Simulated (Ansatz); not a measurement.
# ZrN (Fm-3m) in Ansatz: relaxation of cell and atoms with RPBE

Aim: the relaxation of cell and atoms of ZrN with RPBE.

Everything below comes from runs of Ansatz 0.2.0. Logs are shortened: lines on timing, memory, paths and dates and some standing lists are left out, and cuts for length are marked.

## (1) The crystal as given

It takes space group Fm-3m (No. 225, cubic). Conventional cell: a = 4.600 Å, b = 4.600 Å, c = 4.600 Å, α = 90.00°, β = 90.00°, γ = 90.00°. Zr (site symmetry m-3m) is surrounded by 6 N at 2.30 Å. N (site symmetry m-3m) has 6 Zr at 2.30 Å as nearest neighbours.

## (2) Relaxation of cell and atoms, RPBE

Input file input.yaml:

```yaml
crystal:
  lattice:
    - [0.0, 2.3, 2.3]
    - [2.3, 0.0, 2.3]
    - [2.3, 2.3, 0.0]
  atoms:
    - { symbol: Zr, position: [0.5, 0.5, 0.5] }
    - { symbol: "N", position: [0.0, 0.0, 0.0] }
hamiltonian:
  xc: rpbe
  pseudopotentials: { kind: paw }
kpoints:
  mp_grid: { grid: [10, 10, 10] }
scf:
  occupations: { method: fermi_dirac, width: 0.05 }
output:
  forces: true
  stress: true
relax:
  f_tol: 0.01
  max_steps: 40
  cell: { stress_tol: 0.05 }
```

Potentials or basis: Ansatz PAW.

On the command line:

```
$ ansatz run input.yaml --threads 2 --pin off --max-ram 5632MiB --backend cpu --events-out ev --progress --plain --runs-dir out
```

Log:

```text
Warning: RAYON_NUM_THREADS=2 ignored (pool sized by the plan → 2); use --threads N
Engine: ansatz 0.2.0, aarch64-unknown-linux-gnu
Pseudopotentials: kind: paw
Pseudopotential: Zr, paw, valence charge 12, recommended cutoff 420 eV (normal), Zr.paw.azcp
Pseudopotential: N, paw, valence charge 5, recommended cutoff 420 eV (normal), N.paw.azcp
Functional definition: RPBE
  parameter kappa = 0.804
  parameter beta = 0.06672455060314922
  exchange = rpbe_x(kappa = kappa, mu = beta*pi^2/3)
  correlation = pbe_c(beta = beta)
Crystal: 2 atoms, lattice volume = 24.334 Å³
Basis set: ecut = 420 eV, 531 PW (Γ), exchange–correlation on 48×48×48 points (8 copies of the dense FFT grid, shifted against one another)
Bands: 13, of which v1, the nominal top of the filled ones, is band 9 counted from 1 (8 counted from 0)
Symmetry: 48 space group operations
Space group: Fm-3m (ITA 225), of the structure as read, at distance tolerance 2.9e-5 Å
k-points: 47 of 1000
Non-local potential: Zr, projectors of the file, l = 0: 3, l = 1: 2, l = 2: 2, l = 3: 2
Non-local potential: N, projectors of the file, l = 0: 2, l = 1: 2, l = 2: 1
PAW form: soft (Blöchl's): semilocal exchange-correlation on the pseudo side does not see the compensation charge
PAW frozen core: Zr, regenerated for the run's functional, and the local potential with it (the file was generated under x = pbe(κ = 0.804, μ = 0.2195149727645171), c = pbe(β = 0.06672455060314922))
PAW frozen core: N, regenerated for the run's functional, and the local potential with it (the file was generated under x = pbe(κ = 0.804, μ = 0.2195149727645171), c = pbe(β = 0.06672455060314922))
PAW one-centre angular grid: Zr, 590 points (default); XC on 64 Gauss nodes
PAW one-centre angular grid: N, 110 points (default); XC on 64 Gauss nodes
Initial density: superposition of atomic densities (neutral atoms: chi_scale 0, normalization atom), corrected by the library's trained network
Initial wavefunctions: pseudopotential atomic-orbital guess
Functional: x = rpbe, c = pbe(β = 0.06672455060314922)
SCF iter   1: F=—  HF=-4579.513337 eV  |F-HF|=—  |Δ(HF+E_count)|=         —  Δρ=2.70e-3  dr2=4.51e-4  ethr=1.77e-3  ⟨swp⟩=5.0  Hψ=3001  notcnv=0
preconditioner: auto → none  [metal: Δε(μ)=0.014 eV  Ē_g=18.821 eV  σ=0.050 eV  W_gap=0.07  n_scr=8 (ndim 8)  ℏωp=29.2 eV  f_vac=0.000  D(μ)=0.82/eV (n_scr^D=8)  sad-step TF]
SCF iter   2: F=—  HF=-4579.513210 eV  |F-HF|=—  |Δ(HF+E_count)|=   1.27e-4  Δρ=1.42e-3  dr2=1.43e-4  ethr=2.65e-6  ⟨swp⟩=2.2  Hψ=1331  notcnv=0
SCF iter   3: F=—  HF=-4579.513275 eV  |F-HF|=—  |Δ(HF+E_count)|=   6.47e-5  Δρ=2.53e-4  dr2=1.02e-5  ethr=8.43e-7  ⟨swp⟩=1.3  Hψ=705  notcnv=0
SCF iter   4: F=—  HF=-4579.513269 eV  |F-HF|=—  |Δ(HF+E_count)|=   5.93e-6  Δρ=2.55e-5  dr2=9.09e-8  ethr=6.00e-8  ⟨swp⟩=2.1  Hψ=994  notcnv=0
iter 5 did not close the SCF: its close was put off for the readings that it lacked (scf_convergence_deferred on its scf_iter line)
SCF iter   5: F=-4579.513269 eV  HF=-4579.513269 eV  |F-HF|=3.14e-10  |Δ(HF+E_count)|=   8.04e-8  Δρ=7.63e-6  dr2=7.93e-9  ethr=5.35e-10  ⟨swp⟩=2.5  Hψ=955  notcnv=0
SCF iter   6: F=-4579.513269 eV  HF=-4579.513269 eV  |F-HF|=3.64e-12  |Δ(HF+E_count)|=   2.32e-9  Δρ=4.61e-7  dr2=2.21e-11  ethr=4.66e-11  ⟨swp⟩=1.4  Hψ=1831  notcnv=0
SCF 1 converged in 6 iterations: F = -4579.513269 eV  dr2 = 2.21e-11
relax step   1: F+E_penalty+E_count = -4579.51326896 eV  Δ(F+E_penalty+E_count) = +0.000e0 eV  max|allowed force component| = 1.486e-29 eV/Å  Δτ_max = 0.0000 Å  P = +2.960 GPa  Ω = 24.334 Å³  (6 SCF iters, dr2 threshold 1.00e-7 eV, accepted)
Crystal: 2 atoms, lattice volume = 24.813 Å³
Initial density: handed on by an earlier stage of this run
Initial wavefunctions: those handed on with the density
iter 1 solved again at ethr=1.32e-5 eV; its pass at ethr=3.10e-3 eV (dr2=2.25e-3 eV) is discarded
SCF iter   1: F=—  HF=-4579.514438 eV  |F-HF|=—  |Δ(HF+E_count)|=         —  Δρ=2.71e-3  dr2=2.06e-3  ethr=1.32e-5  ⟨swp⟩=1.0  Hψ=3469  notcnv=0
preconditioner: auto → none  [metal: Δε(μ)=0.009 eV  Ē_g=18.695 eV  σ=0.050 eV  W_gap=0.05  n_scr=8 (ndim 8)  ℏωp=28.9 eV  f_vac=0.000  D(μ)=0.82/eV (n_scr^D=8)]
SCF iter   2: F=—  HF=-4579.514033 eV  |F-HF|=—  |Δ(HF+E_count)|=   4.05e-4  Δρ=7.57e-4  dr2=1.97e-4  ethr=1.21e-5  ⟨swp⟩=2.1  Hψ=721  notcnv=0
SCF iter   3: F=—  HF=-4579.513992 eV  |F-HF|=—  |Δ(HF+E_count)|=   4.08e-5  Δρ=1.23e-4  dr2=3.33e-6  ethr=1.16e-6  ⟨swp⟩=2.1  Hψ=730  notcnv=0
iter 4 did not close the SCF: its close was put off for the readings that it lacked (scf_convergence_deferred on its scf_iter line)
SCF iter   4: F=-4579.513992 eV  HF=-4579.513992 eV  |F-HF|=1.62e-8  |Δ(HF+E_count)|=   2.13e-7  Δρ=2.02e-5  dr2=6.15e-8  ethr=1.96e-8  ⟨swp⟩=2.3  Hψ=884  notcnv=0
iter 5 did not close the SCF: its close was put off for the readings that it lacked (scf_convergence_deferred on its scf_iter line)
SCF iter   5: F=-4579.513992 eV  HF=-4579.513992 eV  |F-HF|=4.77e-10  |Δ(HF+E_count)|=   3.07e-8  Δρ=1.80e-6  dr2=2.98e-10  ethr=3.62e-10  ⟨swp⟩=2.6  Hψ=1007  notcnv=0
SCF iter   6: F=-4579.513992 eV  HF=-4579.513992 eV  |F-HF|=0.00e0  |Δ(HF+E_count)|=  5.04e-10  Δρ=1.60e-7  dr2=3.33e-12  ethr=1.76e-12  ⟨swp⟩=1.0  Hψ=1816  notcnv=0
SCF 2 converged in 6 iterations: F = -4579.513992 eV  dr2 = 3.33e-12
relax step   2: F+E_penalty+E_count = -4579.51399218 eV  Δ(F+E_penalty+E_count) = -7.232e-4 eV  max|allowed force component| = 2.459e-29 eV/Å  Δτ_max = 0.0000 Å  P = -1.769 GPa  Ω = 24.813 Å³  energy of the carried Pulay correction = -9.368e-4 eV  (6 SCF iters, dr2 threshold 2.00e-7 eV, accepted)
Crystal: 2 atoms, lattice volume = 24.631 Å³
iter 1 solved again at ethr=1.78e-6 eV; its pass at ethr=3.10e-3 eV (dr2=3.02e-4 eV) is discarded
SCF iter   1: F=—  HF=-4579.515433 eV  |F-HF|=—  |Δ(HF+E_count)|=         —  Δρ=9.99e-4  dr2=2.77e-4  ethr=1.78e-6  ⟨swp⟩=1.5  Hψ=3588  notcnv=0
preconditioner: auto → none  [metal: Δε(μ)=0.012 eV  Ē_g=18.750 eV  σ=0.050 eV  W_gap=0.06  n_scr=8 (ndim 8)  ℏωp=29.0 eV  f_vac=0.000  D(μ)=0.84/eV (n_scr^D=8)]
SCF iter   2: F=—  HF=-4579.515379 eV  |F-HF|=—  |Δ(HF+E_count)|=   5.43e-5  Δρ=2.78e-4  dr2=2.63e-5  ethr=1.63e-6  ⟨swp⟩=2.0  Hψ=718  notcnv=0
SCF iter   3: F=—  HF=-4579.515371 eV  |F-HF|=—  |Δ(HF+E_count)|=   7.70e-6  Δρ=4.57e-5  dr2=4.62e-7  ethr=1.55e-7  ⟨swp⟩=2.1  Hψ=723  notcnv=0
iter 4 did not close the SCF: its close was put off for the readings that it lacked (scf_convergence_deferred on its scf_iter line)
SCF iter   4: F=-4579.515371 eV  HF=-4579.515371 eV  |F-HF|=2.22e-9  |Δ(HF+E_count)|=   2.58e-8  Δρ=7.49e-6  dr2=8.23e-9  ethr=2.72e-9  ⟨swp⟩=2.2  Hψ=825  notcnv=0
iter 5 did not close the SCF: its close was put off for the readings that it lacked (scf_convergence_deferred on its scf_iter line)
SCF iter   5: F=-4579.515371 eV  HF=-4579.515371 eV  |F-HF|=7.28e-11  |Δ(HF+E_count)|=   4.24e-9  Δρ=6.93e-7  dr2=4.50e-11  ethr=4.84e-11  ⟨swp⟩=2.3  Hψ=969  notcnv=0
SCF iter   6: F=-4579.515371 eV  HF=-4579.515371 eV  |F-HF|=1.82e-12  |Δ(HF+E_count)|=  7.64e-11  Δρ=6.43e-8  dr2=9.31e-13  ethr=1.00e-12  ⟨swp⟩=1.0  Hψ=1676  notcnv=0
SCF 3 converged in 6 iterations: F = -4579.515371 eV  dr2 = 9.31e-13
relax step   3: F+E_penalty+E_count = -4579.51537115 eV  Δ(F+E_penalty+E_count) = -1.379e-3 eV  max|allowed force component| = 9.351e-30 eV/Å  Δτ_max = 0.0000 Å  P = -0.034 GPa  Ω = 24.631 Å³  energy of the carried Pulay correction = -5.842e-4 eV  (6 SCF iters, dr2 threshold 2.00e-7 eV, accepted)
Initial wavefunctions: pseudopotential atomic-orbital guess (no wavefunctions were taken with the density)
iter 1 solved again at ethr=3.18e-8 eV; its pass at ethr=3.10e-3 eV (dr2=5.40e-6 eV) is discarded
SCF iter   1: F=—  HF=-4579.515981 eV  |F-HF|=—  |Δ(HF+E_count)|=         —  Δρ=5.24e-5  dr2=1.08e-7  ethr=3.18e-8  ⟨swp⟩=3.3  Hψ=4868  notcnv=0
preconditioner: auto → none  [metal: Δε(μ)=0.011 eV  Ē_g=18.747 eV  σ=0.050 eV  W_gap=0.06  n_scr=8 (ndim 8)  ℏωp=29.0 eV  f_vac=0.000  D(μ)=0.83/eV (n_scr^D=8)]
SCF iter   2: F=—  HF=-4579.515979 eV  |F-HF|=—  |Δ(HF+E_count)|=   1.95e-6  Δρ=2.48e-5  dr2=1.70e-8  ethr=6.34e-10  ⟨swp⟩=2.0  Hψ=805  notcnv=0
SCF iter   3: F=—  HF=-4579.515979 eV  |F-HF|=—  |Δ(HF+E_count)|=   8.96e-8  Δρ=3.41e-6  dr2=4.02e-10  ethr=1.00e-10  ⟨swp⟩=2.3  Hψ=882  notcnv=0
iter 4 did not close the SCF: its close was put off for the readings that it lacked (scf_convergence_deferred on its scf_iter line)
SCF iter   4: F=-4579.515979 eV  HF=-4579.515979 eV  |F-HF|=1.27e-11  |Δ(HF+E_count)|=   1.89e-9  Δρ=3.56e-7  dr2=1.14e-11  ethr=2.37e-12  ⟨swp⟩=2.3  Hψ=995  notcnv=0
iter 5 did not close the SCF: its close was put off for the readings that it lacked (scf_convergence_deferred on its scf_iter line)
SCF iter   5: F=-4579.515979 eV  HF=-4579.515979 eV  |F-HF|=0.00e0  |Δ(HF+E_count)|=  1.46e-11  Δρ=7.82e-8  dr2=7.33e-13  ethr=1.00e-12  ⟨swp⟩=1.0  Hψ=611  notcnv=0
iter 6 did not close the SCF: its close was put off for the readings that it lacked (scf_convergence_deferred on its scf_iter line)
SCF iter   6: F=-4579.515979 eV  HF=-4579.515979 eV  |F-HF|=0.00e0  |Δ(HF+E_count)|=    0.00e0  Δρ=6.45e-9  dr2=4.19e-15  ethr=1.00e-12  ⟨swp⟩=1.0  Hψ=611  notcnv=0
iter 7 did not close the SCF: its close was put off for the readings that it lacked (scf_convergence_deferred on its scf_iter line)
SCF iter   7: F=-4579.515979 eV  HF=-4579.515979 eV  |F-HF|=0.00e0  |Δ(HF+E_count)|=  9.09e-13  Δρ=8.42e-10  dr2=1.28e-16  ethr=1.00e-12  ⟨swp⟩=1.0  Hψ=611  notcnv=0
SCF iter   8: F=-4579.515979 eV  HF=-4579.515979 eV  |F-HF|=9.09e-13  |Δ(HF+E_count)|=  9.09e-13  Δρ=1.39e-10  dr2=2.31e-18  ethr=1.00e-12  ⟨swp⟩=2.0  Hψ=1676  notcnv=0
SCF 4 converged in 8 iterations: F = -4579.515979 eV  dr2 = 2.31e-18
relax step   4: F+E_penalty+E_count = -4579.51597882 eV  Δ(F+E_penalty+E_count) = -6.077e-4 eV  max|allowed force component| = 6.870e-30 eV/Å  Δτ_max = 0.0000 Å  P = +0.004 GPa  Ω = 24.631 Å³  stress off target by 3.54e-3 GPa  SCF on the basis re-selected at this cell (its energy is not comparable with the rows above)  (8 SCF iters)
basis re-selected at this cell: Δ(F+E_penalty+E_count) = -6.077e-4 eV, ΔP = +0.038 GPa vs the last step (what re-selecting the basis moved, of the pressure what is left beyond the Pulay correction that the steps carried, after the strain that the cell walked since its last selection, with what the two solves' SCF thresholds leave and, on support functions, any second-order correction that the steps lacked; it is no measure of the basis error at this ecutwfc). This SCF's stress stands 3.54e-3 GPa from its target on what of the cell is left free (relax.cell.stress_tol is 5.00e-2 GPa) and its largest allowed force component is 6.87e-30 eV/Å (relax.f_tol is 1.00e-2 eV/Å): within both
SCF converged after 8 iterations
Free energy (F): -4579.515979 eV
Harris-Foulkes:  -4579.515979 eV  (|F-HF|=9.09e-13)
Internal energy: -4579.509476 eV  (E = F + TS)
E sigma→0 (E₀):  -4579.512727 eV
Entropy (-TS):   -0.006503 eV (-3.252 meV/atom)
Fermi energy:    17.418188 eV
--- Per-component energies (eV) ---
  E_band       = -31.503250
  E_kinetic    = 466.168331
  E_local      = -634.110680  (includes V_loc(G=0)·N_el)
  E_nonlocal   = 121.571983
  E_hartree    = 191.027249
  E_xc         = -224.289990
  E_vxc        = -270.287246  (∫ρ·V_xc dr)
  E_paw        = -3088.068118  (= ΣΔE_a)
  E_vpaw       = -96.900249  (= ΣTr[D̂ρ^β])
  E_aug_tail   = 0.000114  (compensation charges beyond the density's cutoff)
  E_ewald      = -1411.712447
  E_core_change = -0.095918  (= ΣΔE_core)
  E_smearing   = -0.006503  (= −TS)
  E_closure    = 0.000000  (closes the sum)
  Σ components = -4579.515979   (vs F -4579.515979, Δ=0.00e0)
--- Forces (eV/Å), atoms counted from 1 ---
  atom   1  Zr     0.00000000    -0.00000000     0.00000000
  atom   2  N     -0.00000000    -0.00000000    -0.00000000
  max |Σ_I F_I| component: 1.36e-29 eV/Å
--- Stress (GPa, compression-positive) ---
        0.003544      -0.000000      -0.000000
       -0.000000       0.003544       0.000000
       -0.000000       0.000000       0.003544
  P = ⅓ Tr σ = 0.0035 GPa (0.035 kbar)
--- Relaxed structure (3 steps of the walk, 3 accepted, 1 SCFs on fresh bases) ---
  F+E_penalty+E_count = -4579.51597882 eV   max|allowed force component| = 6.870e-30 eV/Å   (the final SCF, on the basis selected at the relaxed cell)
  cell:  # Å, volume = 24.6314 Å³
    - [-8.199649072736528e-34, 2.309333204259508, 2.309333204259508]
    - [2.309333204259508, 2.8024546180925743e-34, 2.309333204259508]
    - [2.309333204259508, 2.309333204259508, 1.0907996050621936e-33]
  atoms:
    - { symbol: Zr, position: [0.5, 0.5, 0.5] }
    - { symbol: N, position: [8.50444608596625e-36, -7.196069765045852e-36, -1.155732416810117e-35] }
```

Wall time 2.4 s (2 threads of Arm Neoverse V1, shared host); peak memory 0.3 GiB.

What came out:

```yaml
Free_energy: -4579.5160 eV
Relaxed_volume: 12.32 Å³/atom
Relaxed_cell: a = 3.266 Å, b = 3.266 Å, c = 3.266 Å, α = 60.00°, β = 60.00°, γ = 60.00°
Space_group_after_relaxing_to_0.05_Å: Fm-3m (No. 225)
Energy_gained_by_relaxing: 1.4 meV/atom
Ionic_steps: 4
Pressure_after_relaxing: 0.0 GPa
```

Step by step:
```tsv
step	energy change (eV)	largest force (eV/Å)	volume (Å³)
1	0.0000	0.0000	24.33
2	-0.0007	0.0000	24.81
3	-0.0021	0.0000	24.63
4	-0.0027	0.0000	24.63
```

Final structure:
```
Zr N
1.0
     0.00000    2.30933    2.30933
     2.30933    0.00000    2.30933
     2.30933    2.30933    0.00000
Zr N
1 1
Cartesian
  2.3093 2.3093 2.3093
  0.0000 0.0000 0.0000
```

Caveat: the plane-wave basis is chosen anew once the cell has moved, so the energies of steps on either side of that aren't comparable; the pressure holds a Pulay correction of +0.3 GPa for the finite cutoff; the PAW data sets come from PBE, with cores solved anew for the run's functional, which leaves a small shift of forces and pressure.
